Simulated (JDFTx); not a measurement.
Crystal: Pd.

```xyz
1
Lattice="0.0000 1.9465 1.9465 1.9465 0.0000 1.9465 1.9465 1.9465 0.0000" Properties=species:S:1:pos:R:3 pbc="T T T"
Pd    0.0000    0.0000    0.0000
```

```yaml
Program: JDFTx 1.7.0 (patched build)
Task: relaxation of cell and atoms
Functional: PBE
Potentials_or_basis: SPMS-PBE-1.0 with smoothed tails
Cutoff: 1088 eV
Density_cutoff: 4354 eV
k_mesh: 12 × 12 × 12
Occupations: fermi-dirac, width 0.05 eV
Spin: no spin polarisation
```

At the start: pressure 7.8 GPa; volume 14.75 Å³/atom.

Question: How do energy, volume and symmetry change on relaxing?

Answer: Over 6 steps the energy falls by 14.3 meV/atom and the volume is 15.36 Å³/atom (+4.2 %); space group Fm-3m (No. 225, to 0.05 Å).

Step by step:
| step | energy change (eV) | largest force (eV/Å) | pressure (GPa) | volume (Å³) |
| --- | --- | --- | --- | --- |
| 1 | 0.0000 | 0.0000 | 7.75 | 14.75 |
| 2 | -0.0067 | 0.0000 | 5.51 | 14.91 |
| 3 | -0.0142 | 0.0000 | 0.57 | 15.32 |
| 4 | -0.0143 | 0.0000 | 0.06 | 15.36 |
| 5 | -0.0143 | 0.0000 | 0.01 | 15.36 |
| 6 | -0.0143 | 0.0000 | -0.01 | 15.36 |

Final structure:
```
CELL_PARAMETERS angstrom
0.00000 1.97317 1.97317
1.97317 0.00000 1.97317
1.97317 1.97317 0.00000
ATOMIC_POSITIONS crystal
Pd 0.00000 0.00000 0.00000
```
